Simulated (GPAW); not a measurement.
## TiO2 (C2/m): G0W0 with GPAW, start to end

Aim: the G0W0 gap of TiO2 (C2/m) on LDA, step by step.

Method: LDA and many-body steps on it, plane waves, in GPAW 26.7.0.

Most raw output is cut from this account.

## 1. The starting structure

The structure is monoclinic, space group C2/m (No. 12). The conventional cell has a = 12.307 Å, b = 3.767 Å, c = 6.616 Å, α = 90.00°, β = 106.95°, γ = 90.00°. Nearest to Ti lie 5 O at 1.78 to 2.03 Å. Ti has 6 O at 1.86 to 2.16 Å nearest. Nearest to O lie 3 Ti at 1.86 to 2.16 Å. Nearest to O lie 3 Ti at 1.94 to 2.03 Å. O has 2 Ti at 1.78 to 1.87 Å nearest. O has 3 Ti at 1.96 to 2.16 Å nearest. Farther neighbours and most contacts between anions are not listed.

The cell and positions are those that the Materials Project relaxed with its own functionals (PBE, PBE+U or r2SCAN), kept fixed. This is not the form that TiO2 usually takes at ambient conditions.

## 2. Ground state

This step: GPAW 26.7.0; DFT, LDA, plane waves, PAW.

The ground-state density comes first.

File run.py:

```python
import json
import numpy as np
from gpaw.mpi import world
from ase import Atoms
from gpaw import GPAW, PW, FermiDirac

atoms = Atoms(['Ti', 'Ti', 'Ti', 'Ti', 'O', 'O', 'O', 'O', 'O', 'O', 'O', 'O'],
    cell=[[6.1535771931, -1.8834685000, 0.0000000000],
      [6.1535771931, 1.8834685000, 0.0000000000],
      [-1.9283261078, 0.0000000000, 6.3289668713]],
    scaled_positions=[[0.8047140000, 0.8047140000, 0.7162380000],
      [0.0999290000, 0.0999290000, 0.7103980000],
      [0.1952860000, 0.1952860000, 0.2837620000],
      [0.9000710000, 0.9000710000, 0.2896020000],
      [0.0583525000, 0.0583525000, 0.3699790000],
      [0.6380690000, 0.6380690000, 0.7066030000],
      [0.1328115000, 0.1328115000, 0.0047090000],
      [0.9416475000, 0.9416475000, 0.6300210000],
      [0.7365115000, 0.7365115000, 0.3475000000],
      [0.8671885000, 0.8671885000, 0.9952910000],
      [0.2634885000, 0.2634885000, 0.6525000000],
      [0.3619310000, 0.3619310000, 0.2933970000]],
    pbc=(True, True, True))
calc = GPAW(mode=PW(600),
    xc='LDA',
    kpts={'size': (6, 6, 4), 'gamma': True},
    occupations=FermiDirac(0.001),
    nbands=-12,
    convergence={'density': 1e-6, 'bands': -3},
    maxiter=100,
    txt='gs.txt')
atoms.calc = calc
res = {'energy': atoms.get_potential_energy()}
kpts = calc.get_ibz_k_points()
res['kpts'] = kpts
res['eigenvalues'] = [calc.get_eigenvalues(kpt=k) for k in range(len(kpts))]
res['n_electrons'] = calc.get_number_of_electrons()
calc.write('gs.gpw')

if world.rank == 0:
    with open('result.json', 'w') as f:
        json.dump(res, f, default=lambda x: x.tolist())
```

Run with:

```console
$ mpirun -n 4 gpaw python run.py
```

The job ended after 2.4 min (4 MPI ranks of Intel Xeon 6975P-C (Granite Rapids), shared host; peak memory 1.6 GiB).

Numbers from this step:

- total energy: -114.1474 eV
- gap: 2.679 eV
- k of the valence top: 0.3333, -0.1667, 0.5
- k of the conduction bottom: 0, 0, 0
- least direct gap: 2.857 eV

The gap is indirect, with the least direct gap 0.18 eV higher.

## 3. Bands along the symmetry lines

The cheap functional maps the bands first; the places of the edges decide which points the dearer methods must see.

File run.py:

```python
import json
import numpy as np
from gpaw.mpi import world
from gpaw import GPAW

path = [[0.000000, 0.000000, 0.000000],
    [-0.034449, 0.034449, 0.000000],
    [-0.068899, 0.068899, 0.000000],
    [-0.103348, 0.103348, 0.000000],
    [-0.137797, 0.137797, 0.000000],
    [-0.172247, 0.172247, 0.000000],
    [-0.206696, 0.206696, 0.000000],
    [-0.241146, 0.241146, 0.000000],
    [-0.275595, 0.275595, 0.000000],
    [-0.724405, -0.275595, 0.000000],
    [-0.696354, -0.303646, 0.000000],
    [-0.668304, -0.331696, 0.000000],
    [-0.640253, -0.359747, 0.000000],
    [-0.612203, -0.387797, 0.000000],
    [-0.584152, -0.415848, 0.000000],
    [-0.556101, -0.443899, 0.000000],
    [-0.528051, -0.471949, 0.000000],
    [-0.500000, -0.500000, 0.000000],
    [-0.437500, -0.437500, 0.000000],
    [-0.375000, -0.375000, 0.000000],
    [-0.312500, -0.312500, 0.000000],
    [-0.250000, -0.250000, 0.000000],
    [-0.187500, -0.187500, 0.000000],
    [-0.125000, -0.125000, 0.000000],
    [-0.062500, -0.062500, 0.000000],
    [0.000000, 0.000000, 0.000000],
    [-0.062500, -0.062500, 0.062500],
    [-0.125000, -0.125000, 0.125000],
    [-0.187500, -0.187500, 0.187500],
    [-0.250000, -0.250000, 0.250000],
    [-0.312500, -0.312500, 0.312500],
    [-0.375000, -0.375000, 0.375000],
    [-0.437500, -0.437500, 0.437500],
    [-0.500000, -0.500000, 0.500000],
    [-0.529785, -0.470215, 0.500000],
    [-0.559570, -0.440430, 0.500000],
    [-0.589356, -0.410644, 0.500000],
    [-0.619141, -0.380859, 0.500000],
    [-0.648926, -0.351074, 0.500000],
    [-0.678711, -0.321289, 0.500000],
    [-0.708496, -0.291504, 0.500000],
    [-0.738281, -0.261719, 0.500000],
    [-0.261719, 0.261719, 0.500000],
    [-0.229004, 0.229004, 0.500000],
    [-0.196289, 0.196289, 0.500000],
    [-0.163574, 0.163574, 0.500000],
    [-0.130859, 0.130859, 0.500000],
    [-0.098144, 0.098144, 0.500000],
    [-0.065430, 0.065430, 0.500000],
    [-0.032715, 0.032715, 0.500000],
    [0.000000, 0.000000, 0.500000],
    [0.000000, 0.000000, 0.437500],
    [0.000000, 0.000000, 0.375000],
    [0.000000, 0.000000, 0.312500],
    [0.000000, 0.000000, 0.250000],
    [0.000000, 0.000000, 0.187500],
    [0.000000, 0.000000, 0.125000],
    [0.000000, 0.000000, 0.062500],
    [0.000000, 0.000000, 0.000000],
    [-0.500000, 0.000000, 0.500000],
    [-0.437500, 0.000000, 0.437500],
    [-0.375000, 0.000000, 0.375000],
    [-0.312500, 0.000000, 0.312500],
    [-0.250000, 0.000000, 0.250000],
    [-0.187500, 0.000000, 0.187500],
    [-0.125000, 0.000000, 0.125000],
    [-0.062500, 0.000000, 0.062500],
    [0.000000, 0.000000, 0.000000],
    [-0.062500, 0.000000, 0.000000],
    [-0.125000, 0.000000, 0.000000],
    [-0.187500, 0.000000, 0.000000],
    [-0.250000, 0.000000, 0.000000],
    [-0.312500, 0.000000, 0.000000],
    [-0.375000, 0.000000, 0.000000],
    [-0.437500, 0.000000, 0.000000],
    [-0.500000, 0.000000, 0.000000]]
calc = GPAW('gs.gpw').fixed_density(kpts=path,
    symmetry='off',
    nbands=58,
    convergence={'bands': 54},
    txt='bands.txt')
res = {}
kpts = calc.get_ibz_k_points()
res['kpts'] = kpts
res['eigenvalues'] = [calc.get_eigenvalues(kpt=k) for k in range(len(kpts))]
res['n_electrons'] = calc.get_number_of_electrons()

if world.rank == 0:
    with open('result.json', 'w') as f:
        json.dump(res, f, default=lambda x: x.tolist())
```

Run with:

```console
$ mpirun -n 4 gpaw python run.py
```

Run time: 2.3 min. Hardware: 4 MPI ranks; peak memory 1.9 GiB; 9 min of CPU time.

Numbers from this step:

* gap: 2.665 eV
* k of the valence top: -0.7085, -0.2915, 0.5
* k of the conduction bottom: 0, 0, 0
* least direct gap: 2.854 eV

The gap is 2.665 eV, −0.014 eV from the run before at this level.

The electronic bands at the labelled points (eV, zero at the top of the highest filled band):

```csv
point,band 45,band 46,band 47,band 48,band 49,band 50,band 51,band 52
Γ,-0.77,-0.76,-0.36,-0.19,2.66,3.02,3.26,3.27
halfway,-0.66,-0.57,-0.16,-0.11,3.04,3.05,3.34,3.40
C,-0.69,-0.43,-0.27,-0.12,2.85,3.17,3.53,3.79
jump to C2,-0.69,-0.43,-0.27,-0.12,2.85,3.17,3.53,3.79
halfway,-0.49,-0.41,-0.32,-0.26,2.99,3.29,3.32,3.33
Y2,-0.89,-0.64,-0.40,-0.13,2.81,2.86,3.36,3.44
halfway,-0.80,-0.71,-0.39,-0.16,2.71,2.97,3.25,3.34
Γ,-0.77,-0.76,-0.36,-0.19,2.66,3.02,3.26,3.27
halfway,-0.83,-0.54,-0.36,-0.14,2.78,3.00,3.24,3.27
M2,-0.86,-0.42,-0.23,-0.21,2.93,3.04,3.18,3.34
halfway,-0.50,-0.40,-0.23,-0.04,3.05,3.20,3.22,3.41
D,-0.75,-0.46,-0.16,-0.01,3.06,3.10,3.35,3.73
jump to D2,-0.75,-0.46,-0.16,-0.01,3.06,3.10,3.35,3.73
halfway,-0.64,-0.54,-0.23,-0.18,2.98,3.16,3.19,3.31
A,-0.71,-0.67,-0.61,-0.45,2.78,3.05,3.21,3.34
halfway,-0.73,-0.69,-0.43,-0.34,2.71,3.06,3.22,3.27
Γ,-0.77,-0.76,-0.36,-0.19,2.66,3.02,3.26,3.27
jump to L2,-0.69,-0.53,-0.11,-0.02,3.09,3.15,3.39,3.61
halfway,-0.58,-0.47,-0.19,-0.14,3.04,3.18,3.20,3.30
Γ,-0.77,-0.76,-0.36,-0.19,2.66,3.02,3.26,3.27
halfway,-0.60,-0.53,-0.21,-0.13,3.06,3.11,3.27,3.36
V2,-0.88,-0.48,-0.22,-0.14,3.06,3.10,3.54,3.59
```

## 4. Empty states on the mesh, 4×4×2 mesh, 503 bands

The sums over transitions need many empty states on a uniform mesh; this step solves for them.

File run.py:

```python
import json
import numpy as np
from gpaw.mpi import world
from gpaw import GPAW

calc = GPAW('gs.gpw').fixed_density(kpts={'size': (4, 4, 2), 'gamma': True},
    parallel={'domain': 1, 'band': 1},
    txt='nscf.txt')
calc.diagonalize_full_hamiltonian(nbands=503)
calc.write('full.gpw', mode='all')
res = {}
kpts = calc.get_ibz_k_points()
res['kpts'] = kpts
res['eigenvalues'] = [calc.get_eigenvalues(kpt=k) for k in range(len(kpts))]
res['n_electrons'] = calc.get_number_of_electrons()

if world.rank == 0:
    with open('result.json', 'w') as f:
        json.dump(res, f, default=lambda x: x.tolist())
```

Run with:

```console
$ mpirun -n 4 gpaw python run.py
```

Wall time 4.7 min (4 MPI ranks); peak memory 10 GiB.

This step gave:

```
gap                                                           : 2.677 eV
k of the valence top                                          : 0.25, -0.25, 0.5
k of the conduction bottom                                    : 0, 0, 0
least direct gap                                              : 2.857 eV
k points computed                                             : 14
lowest point of the top converged band, above the valence top : 114.7704 eV
```

On this mesh the gap is 2.677 eV.

## 5. Screening and self-energy, 4×4×2 mesh, 229 bands, screening to 78 eV

G0W0 replaces the xc potential by the self-energy, built once from these orbitals. Only a window of levels is corrected, while the sums run over the empty bands that the input names.

This step: G0W0 on LDA, plane waves, PAW.

File run.py:

```python
import json
import numpy as np
from gpaw.mpi import world
from gpaw.response.g0w0 import G0W0

gw = G0W0('full.gpw',
    filename='gw',
    kpts=[0, 3],
    bands=(46, 50),
    ecut=78,
    nbands=229,
    integrate_gamma='WS',
    ppa=True)
gw.calculate()
res = {mode: {k: v for k, v in r.items() if k != 'sigma_eskwn'}
       for mode, r in gw.all_results.items()}

if world.rank == 0:
    with open('result.json', 'w') as f:
        json.dump(res, f, default=lambda x: x.tolist())
```

Run with:

```console
$ mpirun -n 4 gpaw python run.py
```

Elapsed: 7.1 min, on 4 MPI ranks; peak memory 3.7 GiB; 28 min of CPU time.

Numbers from this step:

| Quantity | Value |
| --- | --- |
| G0W0 gap on the points computed | 4.730 eV |
| least direct G0W0 gap on the computed points | 4.960 eV |
| Z at the valence top | 0.7560 |
| Z at the conduction bottom | 0.7669 |
| starting gap on the mesh | 2.677 eV |
| k of the valence top | 0.25, -0.25, 0.5 |
| k of the conduction bottom | 0, 0, 0 |

The gap on the mesh goes from 2.68 eV to 4.73 eV, a correction of +2.05 eV.

Limits: finite bands, cutoff and mesh; coarse k mesh. v1 is the top filled band, c1 the lowest empty one. Levels before and after the correction, in eV, zero at the valence-band top of each column:

```csv
,conduction bottom,valence top
Kohn-Sham,2.68,0.00
G0W0,4.73,0.00
```

```csv
,level,energy (eV)
Kohn-Sham,Γ v2,-0.350
Kohn-Sham,Γ v1,-0.180
Kohn-Sham,Γ c1,2.677
Kohn-Sham,Γ c2,3.030
Kohn-Sham,(0.25 -0.25 0.5) v2,-0.152
Kohn-Sham,(0.25 -0.25 0.5) v1,0.000
Kohn-Sham,(0.25 -0.25 0.5) c1,3.083
Kohn-Sham,(0.25 -0.25 0.5) c2,3.103
G0W0,Γ v2,-0.354
G0W0,Γ v1,-0.230
G0W0,Γ c1,4.730
G0W0,Γ c2,5.111
G0W0,(0.25 -0.25 0.5) v2,-0.182
G0W0,(0.25 -0.25 0.5) v1,0.000
G0W0,(0.25 -0.25 0.5) c1,5.245
G0W0,(0.25 -0.25 0.5) c2,5.201
```

## 6. Where the time went

Times are wall times on 4 MPI ranks of Intel Xeon 6975P-C (Granite Rapids), shared host, good to a factor of about two.

```csv
step,time,share,memory (GiB)
ground state,2.4 min,15 %,1.6
bands along the symmetry lines,2.3 min,14 %,1.9
empty states on the mesh,4.7 min,29 %,10.0
screening and self-energy,7.1 min,43 %,3.7
```

## 7. Results

| Item | Value |
| --- | --- |
| LDA gap | 2.66 eV, indirect |
| G0W0 gap on the mesh | 4.73 eV |
| GW settings | 4×4×2 mesh, 229 bands, screening to 78 eV, Godby-Needs plasmon pole |
| known limits | not at the basis limit; coarse k mesh |

G0W0 moves the gap on the mesh from 2.68 eV to 4.73 eV (+2.05 eV), with Z of 0.76 and 0.77 at the edges. Only 2 of the mesh's irreducible points were corrected, so a valley elsewhere could overtake. The dearest step here is «screening and self-energy». Bands and cutoff are finite, so the gap is not at the basis limit. The miss can reach some tenths of an eV and take either sign; the mesh is an error of its own. These stock PAW sets were not made for GW. In the G0W0 run levels were corrected at 2 k points alone, so a gap called «on the mesh» is the least over those, and an edge elsewhere would be missed. The 4×4×2 mesh is coarse for this cell, which bears on the long-range parts of exchange and screening.

[Paths, hosts, dates, memory and timing lines, banners, echoed tables and standing remarks are left out of the program output.]

[Logs are printed without paths, hosts, clocks, repeated set-up lines and the standing remarks that a program may print on its own settings, such as how far it seeks lower states.]

[Runs of the session that timed out or met a known fault of the program may be left out.]

[Hosts, paths, dates, database ids (printed as entryN), source tags and the programs' standing remarks are cut or masked in the printed files.]
